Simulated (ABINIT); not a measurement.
# Rh (Fm-3m) in ABINIT: further runs

One crystal, Rh, is run at these levels: PBE+D3(BJ), PBE+D2, PBE; tasks: equation of state.

Program: ABINIT 10.8.3 (patched build). These are calculated values, not measurements. Logs are shortened: lines on timing, memory, paths and dates and some standing lists are left out, and cuts for length are marked. The log counts tension as positive stress, the text compression.

**Measured values to compare with.**

From “Thermal equation of state of rhodium characterized by XRD in a resistively heated diamond anvil cell”, 2024, pmc:11535440, for a bulk crystal of Rh: bulk modulus 264 ± 1 GPa.

How close the calculation comes is told below.

## (1) The crystal as given

It takes space group Fm-3m (No. 225, cubic). Conventional cell: a = 3.796 Å, b = 3.796 Å, c = 3.796 Å, α = 90.00°, β = 90.00°, γ = 90.00°. Rh (site symmetry m-3m) has 12 Rh at 2.68 Å as nearest neighbours.

## (2) Equation of state, PBE+D3(BJ)

run.abi

```
# Datasets: one volume each
ndtset 7
getwfk -1
scalecart1 3*0.9795861087
scalecart2 3*0.9864848297
scalecart3 3*0.9932883884
scalecart4 3*1.0000000000
scalecart5 3*1.0066227096
scalecart6 3*1.0131594038
scalecart7 3*1.0196128224

# Pseudopotentials
pp_dirpath "./"
pseudos "Rh.GGA_PBE-JTH.xml"

# Structure
acell 2.6839652093 2.6839652093 2.6839652093 Angstrom
rprim
     0.0000000000     0.7071067812     0.7071067812
     0.7071067812     0.0000000000     0.7071067812
     0.7071067812     0.7071067812     0.0000000000
ntypat 1
znucl 45
natom 1
typat 1
xred
     0.0000000000     0.0000000000     0.0000000000

# Plane-wave basis
ecut 16.0
pawecutdg 32.0
pawxcdev 0

# k points
kptopt 1
ngkpt 12 12 12
nshiftk 1
shiftk 0.0 0.0 0.0

# Exchange and correlation
ixc 11
vdw_xc 7

# Bands and occupations
nband 13
occopt 3
tsmear 0.05 eV

# SCF cycle
nstep 100
tolvrs 1.0e-9

# Output
iomode 3
prtwf 1
prtden 0
prteig 0
prtebands 0
enunit 2
```

Potentials or basis: JTH PAW PBE v2.0.

Command:

```
> abinit run.abi > log 2>&1
```

run.abo:

```text
.Version 10.8.3 of ABINIT
 DATASET    1 : space group Fm -3 m (#225); Bravais cF (face-center cubic)
================================================================================
 Values of the parameters that define the memory need for DATASET  1.
     intxc =       0    ionmov =       0      iscf =      17    lmnmax =      18
     lnmax =       6     mgfft =      18  mpssoang =       3    mqgrid =    3001
     natom =       1  nloc_mem =       2    nspden =       1   nspinor =       1
    nsppol =       1      nsym =      48    n1xccc =       1    ntypat =       1
    occopt =       3   xclevel =       2
       mpw =         275          nfft =        5832          nkpt =          72
 PAW method is used; the additional fine FFT grid is defined by:
   mgfftf=        27    nfftf =     19683
================================================================================
================================================================================
[... 71 lines left out ...]
 DATASET    7 : space group Fm -3 m (#225); Bravais cF (face-center cubic)
================================================================================
 Values of the parameters that define the memory need for DATASET  7.
     intxc =       0    ionmov =       0      iscf =      17    lmnmax =      18
     lnmax =       6     mgfft =      20  mpssoang =       3    mqgrid =    3001
     natom =       1  nloc_mem =       2    nspden =       1   nspinor =       1
    nsppol =       1      nsym =      48    n1xccc =       1    ntypat =       1
    occopt =       3   xclevel =       2
       mpw =         310          nfft =        8000          nkpt =          72
 PAW method is used; the additional fine FFT grid is defined by:
   mgfftf=        30    nfftf =     27000
================================================================================
================================================================================

--------------------------------------------------------------------------------
------------- Echo of variables that govern the present computation ------------
--------------------------------------------------------------------------------
 -outvars: echo values of preprocessed input variables --------
            acell      5.0719591770E+00  5.0719591770E+00  5.0719591770E+00 Bohr
              amu      1.02905500E+02
             ecut      1.60000000E+01 Hartree
           enunit           2
           getwfk          -1
                       outvar_i_n : Printing only first  50 k-points.
              ixc          11
           jdtset        1    2    3    4    5    6    7
                       outvar_i_n : Printing only first  50 k-points.
         kptrlatt       12    0    0      0   12    0      0    0   12
          kptrlen1     5.96210490E+01
          kptrlen2     6.00409294E+01
          kptrlen3     6.04550179E+01
          kptrlen4     6.08635101E+01
          kptrlen5     6.12665915E+01
          kptrlen6     6.16644376E+01
          kptrlen7     6.20572153E+01
            natom           1
            nband          13
           ndtset           7
            ngfft1         18      18      18
            ngfft2         18      18      18
            ngfft3         20      20      20
            ngfft4         20      20      20
            ngfft5         20      20      20
            ngfft6         20      20      20
            ngfft7         20      20      20
          ngfftdg1         27      27      27
          ngfftdg2         27      27      27
          ngfftdg3         27      27      27
          ngfftdg4         27      27      27
          ngfftdg5         27      27      27
          ngfftdg6         30      30      30
          ngfftdg7         30      30      30
             nkpt          72
            nstep         100
             nsym          48
           ntypat           1
                       prtocc : prtvol=0, do not print more k-points.
           occopt           3
        pawecutdg      3.20000000E+01 Hartree
         pawxcdev           0
           prtden           0
        prtebands           0
           prteig           0
            rprim1     0.0000000000E+00  6.9267198023E-01  6.9267198023E-01
                       6.9267198023E-01  0.0000000000E+00  6.9267198023E-01
                       6.9267198023E-01  6.9267198023E-01  0.0000000000E+00
            rprim2     0.0000000000E+00  6.9755011263E-01  6.9755011263E-01
                       6.9755011263E-01  0.0000000000E+00  6.9755011263E-01
                       6.9755011263E-01  6.9755011263E-01  0.0000000000E+00
            rprim3     0.0000000000E+00  7.0236095512E-01  7.0236095512E-01
                       7.0236095512E-01  0.0000000000E+00  7.0236095512E-01
                       7.0236095512E-01  7.0236095512E-01  0.0000000000E+00
            rprim4     0.0000000000E+00  7.0710678120E-01  7.0710678120E-01
                       7.0710678120E-01  0.0000000000E+00  7.0710678120E-01
                       7.0710678120E-01  7.0710678120E-01  0.0000000000E+00
            rprim5     0.0000000000E+00  7.1178974407E-01  7.1178974407E-01
                       7.1178974407E-01  0.0000000000E+00  7.1178974407E-01
                       7.1178974407E-01  7.1178974407E-01  0.0000000000E+00
            rprim6     0.0000000000E+00  7.1641188486E-01  7.1641188486E-01
                       7.1641188486E-01  0.0000000000E+00  7.1641188486E-01
                       7.1641188486E-01  7.1641188486E-01  0.0000000000E+00
            rprim7     0.0000000000E+00  7.2097514092E-01  7.2097514092E-01
                       7.2097514092E-01  0.0000000000E+00  7.2097514092E-01
                       7.2097514092E-01  7.2097514092E-01  0.0000000000E+00
          spgroup         225
           tolvrs      1.00000000E-09
           tsmear      1.83746611E-03 Hartree
            typat      1
           useylm           1
           vdw_xc           7
                       outvars : Printing only first  50 k-points.
            znucl       45.00000

================================================================================

 chkinp: Checking input parameters for consistency, jdtset=   1.

 chkinp: Checking input parameters for consistency, jdtset=   2.
[... 40 lines left out ...]
 getcut: wavevector=  0.0000  0.0000  0.0000  ngfft=  27  27  27
         ecut(hartree)=     32.000   => boxcut(ratio)=   2.05805

--- Pseudopotential description ------------------------------------------------
- pspini: atom type   1  psp file is ./Rh.GGA_PBE-JTH.xml
 Pseudopotential format is: paw10
 basis_size (lnmax)=  6 (lmn_size= 18), orbitals=   0   0   1   1   2   2
 Spheres core radius: rc_sph= 2.21251062
 Shapefunction is SIN type: shapef(r)=[sin(pi*r/rshp)/(pi*r/rshp)]**2
 Radius for shape functions =  2.00372819
 Compensation charge density is not taken into account in XC energy/potential

   3.74318991E+02                                ecore*ucvol(ha*bohr**3)
--------------------------------------------------------------------------------

[... 363 lines left out ...]
 getcut: wavevector=  0.0000  0.0000  0.0000  ngfft=  20  20  20
         ecut(hartree)=     16.000   => boxcut(ratio)=   2.20472

 getcut : COMMENT -
  Note that boxcut > 2.2 ; recall that boxcut=Gcut(box)/Gcut(sphere) = 2
  is sufficient for exact treatment of convolution.
  Such a large boxcut is a waste : you could raise ecut
  e.g. ecut=   19.443191 Hartrees makes boxcut=2

 Fine grid specifications (used for densities):

 getcut: wavevector=  0.0000  0.0000  0.0000  ngfft=  27  27  27
         ecut(hartree)=     32.000   => boxcut(ratio)=   2.02966
--------------------------------------------------------------------------------
[... 549 lines left out ...]
 getcut: wavevector=  0.0000  0.0000  0.0000  ngfft=  30  30  30
         ecut(hartree)=     32.000   => boxcut(ratio)=   2.29514

 getcut : COMMENT -
  Note that boxcut > 2.2 ; recall that boxcut=Gcut(box)/Gcut(sphere) = 2
  is sufficient for exact treatment of convolution.
  Such a large boxcut is a waste : you could raise ecut
  e.g. ecut=   42.141427 Hartrees makes boxcut=2

--------------------------------------------------------------------------------

-inwffil : will read wavefunctions from disk file runo_DS5_WFK.nc

================================================================================
[... 177 lines left out ...]
 getcut: wavevector=  0.0000  0.0000  0.0000  ngfft=  30  30  30
         ecut(hartree)=     32.000   => boxcut(ratio)=   2.28062

 getcut : COMMENT -
  Note that boxcut > 2.2 ; recall that boxcut=Gcut(box)/Gcut(sphere) = 2
  is sufficient for exact treatment of convolution.
  Such a large boxcut is a waste : you could raise ecut
  e.g. ecut=   41.609665 Hartrees makes boxcut=2

--------------------------------------------------------------------------------

-inwffil : will read wavefunctions from disk file runo_DS6_WFK.nc

================================================================================
[... 141 lines left out ...]
-Cartesian components of stress tensor (GPa)         [Pressure= -1.5166E+01 GPa]
- sigma(1 1)=  1.51657707E+01  sigma(3 2)=  0.00000000E+00
- sigma(2 2)=  1.51657707E+01  sigma(3 1)=  0.00000000E+00
- sigma(3 3)=  1.51657707E+01  sigma(2 1)=  0.00000000E+00

== END DATASET(S) ==============================================================
================================================================================

 -outvars: echo values of variables after computation  --------
            acell      5.0719591770E+00  5.0719591770E+00  5.0719591770E+00 Bohr
           etotal1    -1.1144191294E+02
           etotal2    -1.1144290024E+02
           etotal3    -1.1144342644E+02
           etotal4    -1.1144356053E+02
           etotal5    -1.1144335565E+02
           etotal6    -1.1144288276E+02
           etotal7    -1.1144208590E+02
            fcart1    -0.0000000000E+00 -0.0000000000E+00 -0.0000000000E+00
            fcart2    -0.0000000000E+00 -0.0000000000E+00 -0.0000000000E+00
            fcart3    -0.0000000000E+00 -0.0000000000E+00 -0.0000000000E+00
            fcart4    -0.0000000000E+00 -0.0000000000E+00 -0.0000000000E+00
            fcart5    -0.0000000000E+00 -0.0000000000E+00 -0.0000000000E+00
            fcart6    -0.0000000000E+00 -0.0000000000E+00 -0.0000000000E+00
            fcart7    -0.0000000000E+00 -0.0000000000E+00 -0.0000000000E+00
            rprim1     0.0000000000E+00  6.9267198023E-01  6.9267198023E-01
                       6.9267198023E-01  0.0000000000E+00  6.9267198023E-01
                       6.9267198023E-01  6.9267198023E-01  0.0000000000E+00
[... 17 lines left out ...]
                       7.2097514092E-01  7.2097514092E-01  0.0000000000E+00
           strten1    -6.5234706781E-04 -6.5234706781E-04 -6.5234706781E-04
                       0.0000000000E+00  0.0000000000E+00  0.0000000000E+00
           strten2    -3.8371642445E-04 -3.8371642445E-04 -3.8371642445E-04
                       0.0000000000E+00  0.0000000000E+00  0.0000000000E+00
           strten3    -1.5556244942E-04 -1.5556244942E-04 -1.5556244942E-04
                       0.0000000000E+00  0.0000000000E+00  0.0000000000E+00
           strten4     3.8940962911E-05  3.8940962911E-05  3.8940962911E-05
                       0.0000000000E+00  0.0000000000E+00  0.0000000000E+00
           strten5     2.1100099215E-04  2.1100099215E-04  2.1100099215E-04
                       0.0000000000E+00  0.0000000000E+00  0.0000000000E+00
           strten6     3.7406485754E-04  3.7406485754E-04  3.7406485754E-04
                       0.0000000000E+00  0.0000000000E+00  0.0000000000E+00
           strten7     5.1547406766E-04  5.1547406766E-04  5.1547406766E-04
                       0.0000000000E+00  0.0000000000E+00  0.0000000000E+00
 Calculation completed.
```

Run time: 54 s. Hardware: 1 thread of Arm Neoverse V1, shared host; peak memory 0.12 GiB.

Results:

* Equilibrium volume: 13.64 Å³/atom
* Bulk modulus: 277 GPa
* Pressure derivative of the bulk modulus: 5.4 (rough: it moves with the points fitted)

Energy against volume, from the lowest point:
```csv
volume (Å³/atom),energy (meV/atom)
12.851,44.83
13.125,17.97
13.398,3.65
13.671,0.00
13.945,5.58
14.218,18.44
14.492,40.13
```

Caveat: pressures at fixed basis lie under the slope of the energies.

## (3) Equation of state, PBE+D2

run.abi, as its differences from that of step 2:

```diff
@@ -41,3 +41,3 @@
 ixc 11
-vdw_xc 7
+vdw_xc 5
```

Potentials or basis: JTH PAW PBE v2.0.

Command:

```
> abinit run.abi > log 2>&1
```

run.abo:

```text
.Version 10.8.3 of ABINIT
 DATASET    1 : space group Fm -3 m (#225); Bravais cF (face-center cubic)
================================================================================
 Values of the parameters that define the memory need for DATASET  1.
     intxc =       0    ionmov =       0      iscf =      17    lmnmax =      18
     lnmax =       6     mgfft =      18  mpssoang =       3    mqgrid =    3001
     natom =       1  nloc_mem =       2    nspden =       1   nspinor =       1
    nsppol =       1      nsym =      48    n1xccc =       1    ntypat =       1
    occopt =       3   xclevel =       2
       mpw =         275          nfft =        5832          nkpt =          72
 PAW method is used; the additional fine FFT grid is defined by:
   mgfftf=        27    nfftf =     19683
================================================================================
================================================================================
[... 71 lines left out ...]
 DATASET    7 : space group Fm -3 m (#225); Bravais cF (face-center cubic)
[... 1446 lines left out ...]
            fcart6    -0.0000000000E+00 -0.0000000000E+00 -0.0000000000E+00
            fcart7    -0.0000000000E+00 -0.0000000000E+00 -0.0000000000E+00
            rprim1     0.0000000000E+00  6.9267198023E-01  6.9267198023E-01
                       6.9267198023E-01  0.0000000000E+00  6.9267198023E-01
                       6.9267198023E-01  6.9267198023E-01  0.0000000000E+00
[... 17 lines left out ...]
                       7.2097514092E-01  7.2097514092E-01  0.0000000000E+00
           strten1    -4.9841336031E-04 -4.9841336031E-04 -4.9841336031E-04
                       0.0000000000E+00  0.0000000000E+00  0.0000000000E+00
           strten2    -2.4937362286E-04 -2.4937362286E-04 -2.4937362286E-04
                       0.0000000000E+00  0.0000000000E+00  0.0000000000E+00
           strten3    -4.0587693199E-05 -4.0587693199E-05 -4.0587693199E-05
                       0.0000000000E+00  0.0000000000E+00  0.0000000000E+00
           strten4     1.3487752414E-04  1.3487752414E-04  1.3487752414E-04
                       0.0000000000E+00  0.0000000000E+00  0.0000000000E+00
           strten5     2.8831008320E-04  2.8831008320E-04  2.8831008320E-04
                       0.0000000000E+00  0.0000000000E+00  0.0000000000E+00
           strten6     4.3321043775E-04  4.3321043775E-04  4.3321043775E-04
                       0.0000000000E+00  0.0000000000E+00  0.0000000000E+00
           strten7     5.5695728513E-04  5.5695728513E-04  5.5695728513E-04
                       0.0000000000E+00  0.0000000000E+00  0.0000000000E+00
 Calculation completed.
```

Wall time 53 s (1 thread of Arm Neoverse V1, shared host); peak memory 0.12 GiB.

Results:

- Equilibrium volume: 13.49 Å³/atom
- Bulk modulus: 266 GPa
- Pressure derivative of the bulk modulus: 5.8 (rough: it moves with the points fitted)

Energy against volume, from the lowest point:
| volume (Å³/atom) | energy (meV/atom) |
| --- | --- |
| 12.851 | 27.69 |
| 13.125 | 8.06 |
| 13.398 | 0.00 |
| 13.671 | 1.65 |
| 13.945 | 11.57 |
| 14.218 | 27.86 |
| 14.492 | 52.07 |

Caveat: pressures at fixed basis lie under the slope of the energies.

(Part 1 of 2 ends here.)
